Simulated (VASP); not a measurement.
Set up this calculation in VASP 6.6.1, as the native input.

- Task: single point
- Functional: r2SCAN
- Potentials or basis: VASP PAW PBE potentials, release 64 (Sn_d, Te)
- Cutoff: 520 eV
- k mesh: 8 × 8 × 8
- Occupations: gaussian, width 0.03 eV
- Spin: no spin polarisation
- Dipole correction: no
- Further INCAR settings: ALGO = Normal; EDIFF = 1e-06; NBANDS = 17

The system is SnTe.

```
Sn Te
1.0
    -0.13542    3.61115    3.61115
     3.47573    0.00000    3.47573
     3.61115    3.61115   -0.13542
Sn Te
1 1
Direct
  0.00000 0.00000 0.00000
  0.75000 0.75000 0.75000
```

Measurements of this composition are mostly on another form, of space group No. 225.

The cell isn't the ideal one: strain -0.0750 x Voigt [0, 0, 0, 0, 1, 0], atoms carried along.

These files were run (other wordings do the same):

POSCAR

```
SnTe
1.0
   -0.1354179750      3.6111460000      3.6111460000
    3.4757280250      0.0000000000      3.4757280250
    3.6111460000      3.6111460000     -0.1354179750
Sn Te
1 1
Direct
    0.0000000000      0.0000000000      0.0000000000
    0.7500000000      0.7500000000      0.7500000000
```

INCAR.step1

```
SYSTEM = SnTe
PREC = Accurate ; ENCUT = 520
ISMEAR = 0 ; SIGMA = 0.03
LREAL = .False. ; LASPH = .True.
NELM = 100 ; NBANDS = 17
GGA = PE ; ALGO = Normal
EDIFF = 1E-4 ; LWAVE = .True.
LCHARG = .False.
```

INCAR.step2

```
SYSTEM = SnTe
PREC = Accurate ; ENCUT = 520
EDIFF = 1E-6 ; ISMEAR = 0
SIGMA = 0.03 ; LREAL = .False.
LASPH = .True. ; NELM = 100
ALGO = Normal ; ISIF = 2
LWAVE = .False. ; LCHARG = .False.
METAGGA = R2SCAN ; LMIXTAU = .True.
NBANDS = 17 ; ISTART = 1
```

KPOINTS

```
Automatic mesh
0
Gamma
  8 8 8
  0 0 0
```

Potentials or basis: VASP PAW PBE potentials, release 64 (Sn_d, Te).

Command:

```bash
$ cat potpaw_PBE.64/Sn_d/POTCAR potpaw_PBE.64/Te/POTCAR > POTCAR
$ cp INCAR.step1 INCAR
$ mpirun -np 1 vasp_std > vasp.out
$ cp INCAR.step2 INCAR
$ mpirun -np 1 vasp_std > vasp.out
```

Results of the run:

* Pressure: -0.5 GPa
* Largest force: 0.247 eV/Å
* Band gap on the k mesh: 0.19 eV, indirect (least direct gap 0.91 eV)

Caveat: the PAW data sets were made with another functional, which shifts forces and pressure a little; spin-orbit coupling is left out, which moves the levels of the heavy elements.

Run time: 6.2 min on 1 thread of Intel(R) Xeon(R) Platinum 8375C CPU @ 2.90GHz (Ice Lake), on a shared host, peak memory 0.36 GiB.
